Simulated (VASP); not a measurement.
Set up this calculation in VASP 6.6.1, as the native input.

* Task: relaxation of cell and atoms
* Functional: PBE
* Potentials or basis: VASP PAW PBE potentials, release 64 (Mg)
* Cutoff: 600 eV
* k mesh: 16 × 16 × 16
* Occupations: fermi-dirac, width 0.15 eV
* Spin: no spin polarisation
* Dipole correction: no
* Further INCAR settings: ALGO = Normal; EDIFF = 1e-06; IBRION = 2; EDIFFG = -0.001; NSW = 80; ISIF = 3

The structure of Mg lies in POSCAR:

```
Mg
1.0
   -1.8355793343      1.8355793343      1.7049142797
    1.8355793343     -1.8355793343      1.7049142797
    1.8355793343      1.8355793343     -1.7049142797
Mg
1
Direct
    0.0000000000      0.0000000000      0.0000000000
```

This isn't the form of Mg at room conditions, which is hcp.

The cell isn't the ideal one: cell and atoms relaxed tightly for response.

The input as run:

INCAR

```
  PREC = Accurate
  ENCUT = 600
  EDIFF = 1E-6
  ISMEAR = -1
  SIGMA = 0.15
  LREAL = F
  LASPH = T
  NELM = 100
  ALGO = Normal
  ISIF = 3
  LWAVE = F
  LCHARG = F
  GGA = PE
  IBRION = 2
  NSW = 80
  EDIFFG = -0.001
```

KPOINTS

```
Automatic mesh
0
Gamma
  16 16 16
```

Potentials or basis: VASP PAW PBE potentials, release 64 (Mg).

The run is started by

```console
$ cat potpaw_PBE.64/Mg/POTCAR > POTCAR
$ mpirun -np 1 vasp_std > vasp.out
```

It gave:

- Relaxed volume: 22.92 Å³/atom
- Relaxed cell: a = 3.101 Å, b = 3.101 Å, c = 3.101 Å, α = 108.16°, β = 108.16°, γ = 112.14°
- Space group after relaxing (to 0.05 Å): I4/mmm (No. 139)
- Energy gained by relaxing: 0.1 meV/atom
- Ionic steps: 8
- Pressure after relaxing: 0.0 GPa
- Band gap on the k mesh: none (metal or under the smearing width)

Wall time 71 s on 1 thread of Intel(R) Xeon(R) Platinum 8488C (Sapphire Rapids), on a shared host, peak memory 0.21 GiB.
